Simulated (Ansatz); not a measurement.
This is a single-point calculation with Ansatz on CdSe (4H polytype); the level of theory is LDA. Cell and atoms come from a relaxation with r2SCAN.

```yaml
crystal:
  lattice:
    - [4.3392846135, 0.0, 0.0]
    - [-2.1696423067, 3.7579307095, 0.0]
    - [0.0, 0.0, 14.1586988435]
  atoms:
    - { symbol: Cd, position: [0.0, 0.0, -0.0002015644] }
    - { symbol: Cd, position: [0.3333333333, 0.6666666667, 0.2499621344] }
    - { symbol: Cd, position: [0.0, 0.0, 0.4997984356] }
    - { symbol: Cd, position: [0.6666666667, 0.3333333333, 0.7499621344] }
    - { symbol: Se, position: [0.0, 0.0, 0.187499989] }
    - { symbol: Se, position: [0.3333333333, 0.6666666667, 0.4377394409] }
    - { symbol: Se, position: [0.0, 0.0, 0.687499989] }
    - { symbol: Se, position: [0.6666666667, 0.3333333333, 0.9377394409] }
kpoints:
  mp_grid: { grid: [12, 12, 2] }
  band_path:
    path:
      - [0.0, 0.0, 0.0]
      - [0.5, 0.0, 0.0]
      - [0.3333333333, 0.3333333333, 0.0]
      - [0.0, 0.0, 0.5]
      - [0.5, 0.0, 0.5]
      - [0.3333333333, 0.3333333333, 0.5]
    npoints: 1
hamiltonian:
  xc: lda
scf:
  occupations: { method: fixed }
  n_extra_bands: 6
output:
  forces: true
  stress: true
  eigenvalues: true
```

In the abridged output below, numbers in square brackets stand for lines, or ends of lines, that were taken out.
```
[1]
Pseudopotential: Cd, paw, valence charge 20, recommended cutoff 420 eV (normal)
Pseudopotential: Se, paw, valence charge 16, recommended cutoff 420 eV (normal)
Functional definition: SPW92
Crystal: 8 atoms, lattice volume = 230.882 Å³
Basis set: ecut = 420 eV, 4529 PW (Γ)
[2]
Free energy (F): -54008.799340 eV
Fermi energy:    6.789316 eV
--- Forces (eV/Å), atoms counted from 1 ---
[3]
--- Stress (GPa, compression-positive) ---
[4]
```

**Question.** Fill in the blanks. They hold the stress, the forces, the symmetry found, the band count.

**Answer.**
```
[1]
scf.n_extra_bands = 6 over 72 filled bands (N_el = 144.0): the run solves 78 bands
[2]
Symmetry: 12 space group operations
Space group: P63mc (ITA 186)
[3]
  atom   1  Cd      0.00000      0.00000      0.00291
  atom   2  Cd      0.00000      0.00000    -0.00552
  atom   3  Cd      0.00000      0.00000      0.00291
  atom   4  Cd      0.00000      0.00000    -0.00552
  atom   5  Se      0.00000      0.00000    -0.00201
  atom   6  Se      0.00000      0.00000      0.00463
  atom   7  Se      0.00000      0.00000    -0.00201
  atom   8  Se      0.00000      0.00000      0.00463
[4]
       -3.145848       0.000000       0.000000
        0.000000      -3.145848       0.000000
        0.000000       0.000000      -3.091841
  P = ⅓ Tr σ = -3.1278 GPa (-31.278 kbar)
```

The LDA gap is direct at Γ: 0.31 eV. The gap is the least over the mesh and the extra points. At this geometry LDA finds -3.13 GPa, compression counted positive: its own equilibrium volume is smaller.

Command: `ansatz run input.yaml --threads 4 --pin off --max-ram 7372MiB --backend cpu --events-out ev --progress --plain --runs-dir out`.

**Question.** What wall time did it need on 4 threads of Intel(R) Xeon(R) Processor @ 2.70GHz (shared host), load about 0.9 per core, and what peak of host memory did it reach?

**Answer.** About 25 s, with a peak of 0.95 GiB.

These are computed values for a spin-unpolarised cell that may be hypothetical; none is a measurement.

The runs are scalar-relativistic, without spin-orbit coupling.
